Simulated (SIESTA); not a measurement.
Crystal: Pd.

```
Pd
1.0
     0.00000    1.94650    1.94650
     1.94650    0.00000    1.94650
     1.94650    1.94650    0.00000
Pd
1
Direct
  0.00000 0.00000 0.00000
```

Base run:

| Quantity | Value |
| --- | --- |
| Program | SIESTA 5.4.2 |
| Functional | PBE |
| Potentials or basis | PseudoDojo 0.4 standard (PBE files) |
| Basis | SZ (energy shift 0.002 Ry) |
| Grid cutoff | 800 Ry |
| Energy shift | 0.002 Ry |
| k mesh | 12 × 12 × 12 |
| Occupations | fermi-dirac, width 0.05 eV |
| Spin | no spin polarisation |

Its results: band gap on the k mesh none (metal or under the smearing width); pressure 14.0 GPa.

Problem. The run is repeated on the same cell with these changes: basis from SZ (energy shift 0.002 Ry) to DZP (energy shift 0.002 Ry). What comes out?

Solution. Band gap on the k mesh none (metal or under the smearing width); pressure 5.8 GPa.

Caveats: the basis of atomic orbitals isn't converged, which shifts pressures, moduli and gaps; the basis has no polarisation orbitals (some runs); semicore shells carry a single zeta, which can move pressures by several GPa and volumes by a few percent (some runs).
